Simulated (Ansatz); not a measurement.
## BaO in the rocksalt structure

Computed with Ansatz (plane waves, PAW, 420 eV cutoff): PBEsol, scalar-relativistic, no spin polarisation, 10×10×10 k-mesh. The datasets are Ansatz's generated set soft_2.

```
Ba O
1.0
     0.00000    2.74482    2.74482
     2.74482    0.00000    2.74482
     2.74482    2.74482    0.00000
Ba O
1 1
Cartesian
  2.7448 2.7448 2.7448
  0.0000 0.0000 0.0000
```

The compound is reported in the structure type of the start.

Q: What is the high-frequency dielectric tensor ε∞ (density-functional perturbation theory, local fields included)?

A: 4.28 (isotropic)

Q: Give the Born effective charges (a third of the trace, site by site).

A: Ba 2.78; O -2.78 e.

Q: List the optical modes at the zone centre without the LO–TO term, with degeneracy and infrared intensity.

A: 
| ω (cm⁻¹) | degeneracy | IR intensity ((D/Å)²/u) |
| --- | --- | --- |
| 77 | 3 | 37.26 |

Q: Where do the optical modes lie for q → 0 along (0.00, 0.00, 1.00), with the long-range field?

A: 77 (×2), 394 cm⁻¹.

Q: Where do the optical modes lie for q → 0 along (0.00, 1.00, 0.00), with the long-range field?

A: 77 (×2), 394 cm⁻¹.

An ε∞ of 4.28 means a refractive index of √ε∞ = 2.07 below the gap, far above the lattice modes.

With one infrared-active mode the Lyddane–Sachs–Teller relation ties the modes to the static constant, ε0 = 111.67, which is built from the same mode and Born charges: ω_LO = ω_TO √(ε0/ε∞) = 77.2 × √(111.67/4.28) = 394 cm⁻¹, and the run has a mode at 394 cm⁻¹.

The mean Born charge of Ba is 2.78 against a formal +2. It exceeds the formal charge because moving the ion changes its mixing with the anions' p states, and electrons flow along the bond.

Semilocal functionals make the gap too small and so ε∞ somewhat too large. These numbers lack spin–orbit coupling.

The static dielectric response of BaO is overwhelmingly ionic here, and it comes from a single soft polar mode. In the transverse mode, short-range repulsion is nearly cancelled by the dipolar attraction that the Born charges feed, with O 2p–Ba 5d mixing raising those charges above the formal value. The longitudinal mode escapes this cancellation because its macroscopic field adds a restoring force that is only weakly screened by the electrons, hence the wide gap between 77 and 394 cm⁻¹.

The transverse mode is, however, clearly softer than measured for BaO, and the static constant of 111.67 is correspondingly much too large. An overexpanded lattice can't be the reason, as the cell is slightly smaller than the experimental one. More likely, small errors in the short-range forces, from the functional or the datasets, are magnified by the near-cancellation. The strong polar coupling is therefore better supported than the apparent closeness to a ferroelectric instability. The real zone-centre frequencies say nothing about stability against distortions at other wavevectors.
